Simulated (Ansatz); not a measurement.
**How the functional moves the response of AgI (F-43m) (PBEsol, LDA)**

```
Ag I
1.0
     0.00000    3.22504    3.22504
     3.22504    0.00000    3.22504
     3.22504    3.22504    0.00000
Ag I
1 1
Direct
  0.00000 0.00000 0.00000
  0.75000 0.75000 0.75000
```

This cell (33.54 Å³ an atom) was relaxed by PAW under PBEsol, and each functional gets its own cell relaxed so. Quantity: Kohn-Sham band edges (the gap between refined extrema, the direct gap on the fine mesh).

Runs: (1) PBEsol, all-electron LAPW in Ansatz 0.2.0, scalar-relativistic; k mesh 8×8×8, fixed occupations, basis error target 1 meV/atom. (2) LDA, all-electron LAPW in Ansatz 0.2.0, scalar-relativistic; k mesh 6×6×6, fixed occupations, basis error target 1 meV/atom.

Under PBEsol: gap = 1.20 eV, least direct gap = 1.20 eV, electron conductivity mass = 0.152 mₑ, ε∞ without local fields (PAW) = 6.03.

Problem. Which way does LDA move the volume, and by how much?

Solution. a = 6.348 Å, 31.97 Å³ an atom: 4.7 % smaller.

Problem. What does LDA give for these quantities?

Solution. 

```csv
quantity,PBEsol,LDA,change
gap,1.20 eV,1.05 eV,-12 %
least direct gap,1.20 eV,1.05 eV,-12 %
electron conductivity mass,0.152 mₑ,0.133 mₑ,-13 %
ε∞ without local fields (PAW),6.03,6.46,+7 %
```

Caveats: no spin-orbit coupling on heavy atoms; semilocal gaps are low, and light masses and ε∞ follow the gap.
